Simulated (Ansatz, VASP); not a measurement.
One calculation of Pt, two programs

```
CELL_PARAMETERS angstrom
2.80800 0.00000 0.00000
0.00000 2.80800 0.00000
0.00000 0.00000 19.97110
ATOMIC_POSITIONS crystal
Pt 0.00000 0.00000 0.40357
Pt 0.50000 0.50000 0.50000
Pt 0.00000 0.00000 0.59643
```

Alike in both runs: functional PBE; k mesh 12 × 12 × 1; occupations fermi-dirac, width 0.08 eV; no spin polarisation.

Ansatz relaxed the structure, and its values are those at the end. VASP's run is a single point on that final structure, the one shown.

```csv
,VASP,Ansatz
version,VASP 6.6.1,Ansatz 0.2.0
potentials or method,"VASP PAW PBE potentials, release 64 (Pt), cutoff 520 eV","all-electron LAPW, scalar-relativistic"
```

Ansatz gave:

```
rms of the force components (eV/Å) : 0.000
```

Question: Which values does VASP return?

Answer: rms of the force components (eV/Å): 0.008.

Ansatz ran all-electron here, so the differences hold the error of VASP's frozen core and of both bases.

Spin-orbit coupling is left out, which matters for the levels of Pt.
